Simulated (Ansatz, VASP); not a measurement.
# Two plane-wave programs on InP

File INCAR:

```
PREC     = Accurate       # precision mode
ENCUT    = 520            # plane-wave cutoff, eV
EDIFF    = 1E-6           # SCF threshold, eV
ISMEAR   = 0              # smearing method
SIGMA    = 0.02           # smearing width, eV
LREAL    = False          # projectors in reciprocal space
LASPH    = True           # aspherical terms in the spheres
NELM     = 100            # most SCF steps
ALGO     = Normal         # electronic algorithm
ISIF     = 2              # what is computed and relaxed
LWAVE    = False          # write WAVECAR
LCHARG   = False          # write CHGCAR
GGA      = PS             # functional
NBANDS   = 16             # bands
```

KPOINTS

```
Automatic mesh
0
Gamma
  6 6 6
```

File POSCAR:

```
InP
1.0
    0.0000000000      2.9390910341      2.9390910341
    2.9390910341      0.0000000000      2.9390910341
    2.9390910341      2.9390910341      0.0000000000
In P
1 1
Direct
    0.0000000000      0.0000000000      0.0000000000
    0.2500000000      0.2500000000      0.2500000000
```

Input for Ansatz:

```yaml
crystal:
  lattice:
    - [0.0, 2.9390910341, 2.9390910341]
    - [2.9390910341, 0.0, 2.9390910341]
    - [2.9390910341, 2.9390910341, 0.0]
  atoms:
    - { symbol: In, position: [0.0, 0.0, 0.0] }
    - { symbol: P, position: [0.25, 0.25, 0.25] }
basis:
  ecutwfc: 420
kpoints:
  mp_grid: { grid: [6, 6, 6] }
  band_path:
    path:
      - [0.0, 0.0, 0.0]
      - [-0.5, -0.5, 0.0]
      - [-0.375, -0.375, 0.25]
      - [-0.375, 0.0, 0.375]
      - [0.0, 0.0, 0.5]
      - [-0.5, -0.25, 0.25]
    npoints: 1
hamiltonian:
  xc: pbesol
scf:
  occupations: { method: gaussian, width: 0.02 }
  n_extra_bands: 4
output:
  forces: true
  stress: true
  eigenvalues: true
```

Alike in both runs: task single point; functional PBEsol; k mesh 6 × 6 × 6; occupations gaussian, width 0.02 eV; no spin polarisation.

|  | VASP | Ansatz |
| --- | --- | --- |
| version | VASP 6.6.1 | Ansatz 0.2.0 |
| potentials or method | VASP PAW PBE potentials, release 64 (In_d, P) | scalar-relativistic, plane waves, PAW |
| plane-wave cutoff (eV) | 520 | 420 |
| valence electrons in the cell | 18 | 18 |

Ansatz gave:

```
gap on the k mesh at the Fermi level (eV) : 0.57
least direct gap on the mesh (eV)         : 0.57
pressure (GPa)                            : 0.0
```

Question: What did VASP give for the same quantities?

Answer: gap on the k mesh at the Fermi level (eV): 0.56; least direct gap on the mesh (eV): 0.56; pressure (GPa): 0.0.

With one functional, cell and mesh, what is left measures potentials, basis and numerics.

Caveats: the PAW data sets were made with another functional, which shifts forces and pressure a little (VASP); spin-orbit coupling is left out, which moves the levels of the heavy elements.
